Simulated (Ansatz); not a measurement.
**Sr under changes of volume**

One of the cells (56.319 Å³/atom); the others are scaled copies at fixed shape and fractional positions:

```
Sr
1.0
     0.00000    3.04235    3.04235
     3.04235    0.00000    3.04235
     3.04235    3.04235    0.00000
Sr
1
Direct
  0.00000 0.00000 0.00000
```

```yaml
Program: Ansatz 0.2.0
Functional: LDA
Potentials_or_basis: all-electron LAPW, scalar-relativistic
Cutoff: 70 eV (chosen from the basis error)
Basis_error_allowed: 0.001 eV/atom
k_mesh: 8 × 8 × 8
Occupations: fermi-dirac, width 0.05 eV
Spin: no spin polarisation
```

| volume (Å³/atom) | energy over the lowest point (meV/atom) | pressure (GPa) |
| --- | --- | --- |
| 52.940 | 0.00 | -1.0 |
| 54.067 | 8.37 | -1.3 |
| 55.193 | 18.11 | -1.4 |
| 56.319 | 29.08 | -1.6 |
| 57.446 | ? | ? |
| 58.572 | 54.21 | -1.9 |
| 59.698 | 68.14 | -2.0 |

Question: What does the run at 57.446 Å³/atom give?

Answer: Energy over the lowest point 41.15 meV/atom; pressure -1.8 GPa.

Worked out: A Birch-Murnaghan fit of order 3 (a polynomial in V^(-2/3)) to the other rows has no minimum within the range. It gives 41.16 meV/atom at 57.446 Å³/atom, against the run's 41.15, and -dE/dV = -1.8 GPa, against -1.8.

Energies are extrapolated to zero smearing.

The runs don't all hold the same shells in valence.
